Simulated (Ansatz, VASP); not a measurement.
# HfH2: VASP beside Ansatz

```
Hf H
1.0
    -1.73246    1.73246    2.15357
     1.73246   -1.73246    2.15357
     1.73246    1.73246   -2.15357
Hf H
1 2
Direct
  0.00000 0.00000 0.00000
  0.75000 0.25000 0.50000
  0.25000 0.75000 0.50000
```

Alike in both runs: task single point; functional r2SCAN; k mesh 16 × 16 × 16; occupations gaussian, width 0.1 eV; no spin polarisation.

|  | VASP | Ansatz |
| --- | --- | --- |
| version | VASP 6.6.1 | Ansatz 0.2.0 |
| potentials or method | VASP PAW PBE potentials, release 64 (Hf_pv, H) | scalar-relativistic, plane waves, PAW |
| plane-wave cutoff (eV) | 520 | 500 |
| valence electrons in the cell | 12 | 28 |

|  | VASP | Ansatz | Ansatz less VASP |
| --- | --- | --- | --- |
| gap on the k mesh at the Fermi level (eV) | none | none | - |
| pressure (GPa) | -1.1 | 0.0 | +1.06 |
| largest component of the traceless stress (GPa) | 0.10 | 0.01 | -0.084 |

A gap of «none» marks a metal or a gap that the smearing closes. The two sets of potentials don't hold the same shells in valence.

Caveats: the PAW data sets were made with another functional, which shifts forces and pressure a little (VASP). Spin-orbit coupling is left out, which matters for the levels of Hf.
